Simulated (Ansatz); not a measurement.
# Ca: pressure up to the limit of the methods

Aim: compress Ca (sc type) step by step, far beyond the usual range, and follow pressure and electronic structure. The runs shown use LAPW, crystal datasets and norm-conserving. Companion runs by PAW are cited. Its runs: the reference run (LAPW); volume scaled by 1 (crystal datasets and norm-conserving); volume scaled by 0.9 (LAPW); volume scaled by 0.8 (LAPW); volume scaled by 0.7 (LAPW); volume scaled by 0.6 (LAPW and crystal datasets); volume scaled by 0.5 (LAPW and crystal datasets); volume scaled by 0.4 (LAPW, crystal datasets and norm-conserving).

This is Ca in the simple cubic structure; at room conditions it is fcc.

Method: DFT PBE, with the methods named in each step, in Ansatz 0.2.0.

### Step 1. The starting structure

It takes space group Pm-3m (No. 221, cubic). The conventional cell has a = 3.522 Å, b = 3.522 Å, c = 3.522 Å, α = 90.00°, β = 90.00°, γ = 90.00°. Ca (site symmetry m-3m) is surrounded by 6 Ca at 3.52 Å.

Structure file:

```cif
data_structure
_symmetry_space_group_name_H-M 'Pm-3m'
_symmetry_Int_Tables_number 221
_cell_length_a 3.5222
_cell_length_b 3.5222
_cell_length_c 3.5222
_cell_angle_alpha 90.000
_cell_angle_beta 90.000
_cell_angle_gamma 90.000
_cell_volume 43.69
loop_
_atom_site_label
_atom_site_type_symbol
_atom_site_symmetry_multiplicity
_atom_site_Wyckoff_symbol
_atom_site_fract_x
_atom_site_fract_y
_atom_site_fract_z
_atom_site_occupancy
Ca1 Ca 1 a 0.00000 0.00000 0.00000 1
```

The file gives the conventional cell by its symmetry; the runs use the cell typed in the input.

Whether this phase is the stable one at these pressures isn't tested.

### Step 2. The reference volume, LAPW

Contents of input.yaml:

```yaml
crystal:
  lattice:
    - [3.5221593339, 0.0, 0.0]
    - [0.0, 3.5221593339, 0.0]
    - [0.0, 0.0, 3.5221593339]
  atoms:
    - { symbol: Ca, position: [0.0, 0.0, 0.0] }
kpoints:
  mp_grid: { grid: [12, 12, 12] }
  band_path:
    path:
      - [0.0, 0.0, 0.0]
      - [0.0, 0.5, 0.0]
      - [0.5, 0.5, 0.0]
      - [0.0, 0.0, 0.0]
      - [0.5, 0.5, 0.5]
      - [0.0, 0.5, 0.0]
      - [0.5, 0.5, 0.5]
      - [0.5, 0.5, 0.0]
    npoints: 14
scf:
  occupations: { method: fermi_dirac, width: 0.1 }
hamiltonian:
  xc: pbe
  pseudopotentials: { kind: all_electron, lapw: { basis_error: 0.001 } }
output:
  forces: true
  stress: true
  eigenvalues: true
  populations: true
  dos: { projected: true, de: 0.2, e_range: [-14, 8] }
```

Started as:

```console
ansatz run input.yaml --threads 1 --pin off --max-ram 2048MiB --backend cpu --events-out ev --progress --plain --runs-dir out
```

### Step 3. Volume scaled by 1, crystal datasets

Contents of input.yaml:

```yaml
crystal:
  lattice:
    - [3.5221593339, 0.0, 0.0]
    - [0.0, 3.5221593339, 0.0]
    - [0.0, 0.0, 3.5221593339]
  atoms:
    - { symbol: Ca, position: [0.0, 0.0, 0.0] }
kpoints:
  mp_grid: { grid: [12, 12, 12] }
scf:
  occupations: { method: fermi_dirac, width: 0.1 }
hamiltonian:
  xc: pbe
  pseudopotentials: { kind: all_electron, datasets: crystal }
output:
  forces: true
  stress: true
  eigenvalues: true
```

### Step 4. Volume scaled by 1, norm-conserving

input.yaml: that of step 3 with these lines changed.

```diff
@@ -13,3 +13,3 @@
   xc: pbe
-  pseudopotentials: { kind: all_electron, datasets: crystal }
+  pseudopotentials: { kind: nc }
 output:
```

### Step 5. Volume scaled by 0.9, LAPW

Contents of input.yaml:

```yaml
crystal:
  lattice:
    - [3.4006074478, 0.0, 0.0]
    - [0.0, 3.4006074478, 0.0]
    - [0.0, 0.0, 3.4006074478]
  atoms:
    - { symbol: Ca, position: [0.0, 0.0, 0.0] }
kpoints:
  mp_grid: { grid: [12, 12, 12] }
scf:
  occupations: { method: fermi_dirac, width: 0.1 }
hamiltonian:
  xc: pbe
  pseudopotentials: { kind: all_electron, lapw: { basis_error: 0.001 } }
output:
  forces: true
  stress: true
  eigenvalues: true
  populations: true
```

### Step 6. Volume scaled by 0.8, LAPW

input.yaml: that of step 5 with these lines changed.

```diff
@@ -2,5 +2,5 @@
   lattice:
-    - [3.4006074478, 0.0, 0.0]
-    - [0.0, 3.4006074478, 0.0]
-    - [0.0, 0.0, 3.4006074478]
+    - [3.2696830869, 0.0, 0.0]
+    - [0.0, 3.2696830869, 0.0]
+    - [0.0, 0.0, 3.2696830869]
   atoms:
```

### Step 7. Volume scaled by 0.7, LAPW

input.yaml: that of step 6 with these lines changed.

```diff
@@ -2,5 +2,5 @@
   lattice:
-    - [3.2696830869, 0.0, 0.0]
-    - [0.0, 3.2696830869, 0.0]
-    - [0.0, 0.0, 3.2696830869]
+    - [3.1273393674, 0.0, 0.0]
+    - [0.0, 3.1273393674, 0.0]
+    - [0.0, 0.0, 3.1273393674]
   atoms:
```

### Step 8. Volume scaled by 0.6, LAPW

Contents of input.yaml:

```yaml
crystal:
  lattice:
    - [2.9707042346, 0.0, 0.0]
    - [0.0, 2.9707042346, 0.0]
    - [0.0, 0.0, 2.9707042346]
  atoms:
    - { symbol: Ca, position: [0.0, 0.0, 0.0] }
kpoints:
  mp_grid: { grid: [12, 12, 12] }
  band_path:
    path:
      - [0.0, 0.0, 0.0]
      - [0.0, 0.5, 0.0]
      - [0.5, 0.5, 0.0]
      - [0.0, 0.0, 0.0]
      - [0.5, 0.5, 0.5]
      - [0.0, 0.5, 0.0]
      - [0.5, 0.5, 0.5]
      - [0.5, 0.5, 0.0]
    npoints: 8
scf:
  occupations: { method: fermi_dirac, width: 0.1 }
hamiltonian:
  xc: pbe
  pseudopotentials: { kind: all_electron, lapw: { basis_error: 0.001 } }
output:
  forces: true
  stress: true
  eigenvalues: true
  populations: true
  dos: { projected: true, de: 0.2, e_range: [-14, 8] }
```

### Step 9. Volume scaled by 0.6, crystal datasets

Contents of input.yaml:

```yaml
crystal:
  lattice:
    - [2.9707042346, 0.0, 0.0]
    - [0.0, 2.9707042346, 0.0]
    - [0.0, 0.0, 2.9707042346]
  atoms:
    - { symbol: Ca, position: [0.0, 0.0, 0.0] }
kpoints:
  mp_grid: { grid: [12, 12, 12] }
scf:
  occupations: { method: fermi_dirac, width: 0.1 }
hamiltonian:
  xc: pbe
  pseudopotentials: { kind: all_electron, datasets: crystal }
output:
  forces: true
  stress: true
  eigenvalues: true
```

### Step 10. Volume scaled by 0.5, LAPW

Contents of input.yaml:

```yaml
crystal:
  lattice:
    - [2.7955397159, 0.0, 0.0]
    - [0.0, 2.7955397159, 0.0]
    - [0.0, 0.0, 2.7955397159]
  atoms:
    - { symbol: Ca, position: [0.0, 0.0, 0.0] }
kpoints:
  mp_grid: { grid: [12, 12, 12] }
scf:
  occupations: { method: fermi_dirac, width: 0.1 }
hamiltonian:
  xc: pbe
  pseudopotentials: { kind: all_electron, lapw: { basis_error: 0.001 } }
output:
  forces: true
  stress: true
  eigenvalues: true
  populations: true
```

### Step 11. Volume scaled by 0.5, crystal datasets

input.yaml: that of step 10 with these lines changed.

```diff
@@ -13,3 +13,3 @@
   xc: pbe
-  pseudopotentials: { kind: all_electron, lapw: { basis_error: 0.001 } }
+  pseudopotentials: { kind: all_electron, datasets: crystal }
 output:
@@ -18,2 +18 @@
   eigenvalues: true
-  populations: true
```

### Step 12. Volume scaled by 0.4, LAPW

Contents of input.yaml:

```yaml
crystal:
  lattice:
    - [2.5951491859, 0.0, 0.0]
    - [0.0, 2.5951491859, 0.0]
    - [0.0, 0.0, 2.5951491859]
  atoms:
    - { symbol: Ca, position: [0.0, 0.0, 0.0] }
kpoints:
  mp_grid: { grid: [12, 12, 12] }
  band_path:
    path:
      - [0.0, 0.0, 0.0]
      - [0.0, 0.5, 0.0]
      - [0.5, 0.5, 0.0]
      - [0.0, 0.0, 0.0]
      - [0.5, 0.5, 0.5]
      - [0.0, 0.5, 0.0]
      - [0.5, 0.5, 0.5]
      - [0.5, 0.5, 0.0]
    npoints: 8
scf:
  occupations: { method: fermi_dirac, width: 0.1 }
hamiltonian:
  xc: pbe
  pseudopotentials: { kind: all_electron, lapw: { basis_error: 0.001 } }
output:
  forces: true
  stress: true
  eigenvalues: true
  populations: true
  dos: { projected: true, de: 0.2, e_range: [-14, 8] }
```

### Step 13. Volume scaled by 0.4, crystal datasets

Contents of input.yaml:

```yaml
crystal:
  lattice:
    - [2.5951491859, 0.0, 0.0]
    - [0.0, 2.5951491859, 0.0]
    - [0.0, 0.0, 2.5951491859]
  atoms:
    - { symbol: Ca, position: [0.0, 0.0, 0.0] }
kpoints:
  mp_grid: { grid: [12, 12, 12] }
scf:
  occupations: { method: fermi_dirac, width: 0.1 }
hamiltonian:
  xc: pbe
  pseudopotentials: { kind: all_electron, datasets: crystal }
output:
  forces: true
  stress: true
  eigenvalues: true
```

### Step 14. Volume scaled by 0.4, norm-conserving

input.yaml: that of step 13 with these lines changed.

```diff
@@ -13,3 +13,3 @@
   xc: pbe
-  pseudopotentials: { kind: all_electron, datasets: crystal }
+  pseudopotentials: { kind: nc }
 output:
```

(Steps that only read results are left out.)

Q: Predict the outcome of this session. Wanted: LAPW pressure at 0.4 of the volume; PAW pressure at 0.4 of the volume; crystal datasets pressure at 0.4 of the volume; norm-conserving pressure at 0.4 of the volume; fitted bulk modulus at zero pressure.

**Answer**, as computed:

| quantity | value |
| --- | --- |
| LAPW pressure at 0.4 of the volume | 45.6 GPa |
| PAW pressure at 0.4 of the volume | 45.6 GPa |
| PAW (cutoff 250 eV) pressure at 0.4 of the volume | 46.2 GPa |
| crystal datasets pressure at 0.4 of the volume | 45.6 GPa |
| norm-conserving pressure at 0.4 of the volume | 45.4 GPa |
| fitted bulk modulus at zero pressure (LAPW) | 9.3 GPa |
| its pressure derivative | 3.71 |

By LAPW the pressure climbs to 46 GPa at 0.4 of the first volume. One third-order Birch-Murnaghan curve follows these points (B₀ = 9.3 GPa, B′ = 3.71, misfit at most 0.15 GPa). A fit over so wide a range leans to the high pressures, so B₀ can be off by several per cent. Where LAPW's pressure is over 3 GPa, PAW's departs from it by at most 0.1 %, at 0.8 of the volume. The ions are at rest, and the electrons smeared by 0.1 eV.
